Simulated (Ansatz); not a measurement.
Al2O3:

```
CELL_PARAMETERS angstrom
4.61378 0.00000 0.00000
0.00000 9.56328 0.00000
0.00000 0.00000 3.11986
ATOMIC_POSITIONS crystal
Al 0.98298 0.82457 0.00000
Al 0.01702 0.17543 0.00000
Al 0.48297 0.67543 0.50000
Al 0.51702 0.32457 0.50000
O 0.50000 0.50000 0.50000
O 0.12363 0.75305 0.50000
O 0.37637 0.25305 0.00000
O 0.62364 0.74695 0.00000
O 0.00000 0.00000 0.00000
O 0.87636 0.24695 0.50000
```

Measurements of this composition are mostly on another form, of space group No. 167.

- Program: Ansatz 0.2.0
- Task: relaxation of cell and atoms
- Functional: revPBE
- Potentials or basis: Ansatz PAW
- Cutoff: 420 eV (not typed: the program's choice for these potentials)
- k mesh: 6 × 3 × 9
- Occupations: fermi-dirac, width 0.05 eV
- Spin: no spin polarisation

At the start: volume 13.77 Å³/atom.

**Question.** How do energy, volume and symmetry change on relaxing?

**Answer.** It ends after 11 steps and the volume is 14.10 Å³/atom (+2.5 %); space group Pnnm (No. 58, to 0.05 Å).

The path:
```tsv
step	energy change (eV)	largest force (eV/Å)	volume (Å³)
1	0.0000	0.2105	137.66
2	-0.0789	0.1391	139.66
3	-0.1462	0.0934	142.44
4	-0.1767	0.1694	141.63
5	-0.1845	0.0086	141.11
6	-0.1859	0.0234	140.94
7	-0.1869	0.0129	140.66
8	-0.1867	0.0003	140.72
9	-0.2020	0.0011	140.72
10	-0.2017	0.0019	141.04
11	-0.2027	0.0019	141.04
```

Final structure:
```xyz
10
Lattice="4.7539 0.0000 0.0000 0.0000 9.7456 0.0000 0.0000 0.0000 3.0443" Properties=species:S:1:pos:R:3 pbc="T T T"
Al    5.0520    8.0804    0.0000
Al   -0.2981    1.6652    0.0000
Al    2.6751    6.5380    1.5222
Al    2.0789    3.2076    1.5222
O     2.3770    4.8728    1.5222
O     1.1332    7.5207    1.5222
O     1.2437    2.6479    0.0000
O     3.5102    7.0977    0.0000
O     0.0000    0.0000    0.0000
O     3.6207    2.2249    1.5222
```

Caveat: the plane-wave basis is chosen anew once the cell has moved, so the energies of steps on either side of that aren't comparable; the pressure holds a Pulay correction of +0.5 GPa for the finite cutoff; the PAW data sets come from PBE, with cores solved anew for the run's functional, which leaves a small shift of forces and pressure.
